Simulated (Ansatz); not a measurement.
## Tl (simple cubic): energy against volume

Method: Ansatz, DFT, RPBE, plane waves (420 eV) with PAW, scalar-relativistic. (PAW data from PBE, frozen cores regenerated.)

The cell is scaled uniformly from the relaxed one, with fractional coordinates and shape fixed. Energies are extrapolated to zero smearing, pressures are those at the given smearing. Magnetic state: spin not included.

A Birch-Murnaghan fit gives V₀ = 37.08 Å³/atom, B₀ = 16.5 GPa, B₀′ = 5.4.

(1) What are the energy above the minimum and the pressure at 34.171 Å³/atom?

(2) What are the energy above the minimum and the pressure at 40.113 Å³/atom?

(3) What are the energy above the minimum and the pressure at 41.599 Å³/atom?

Answers

(1) 14.0 meV/atom and 1.73 GPa as computed.

(2) 10.8 meV/atom and -0.99 GPa as computed.

(3) 22.2 meV/atom and -1.34 GPa as computed.
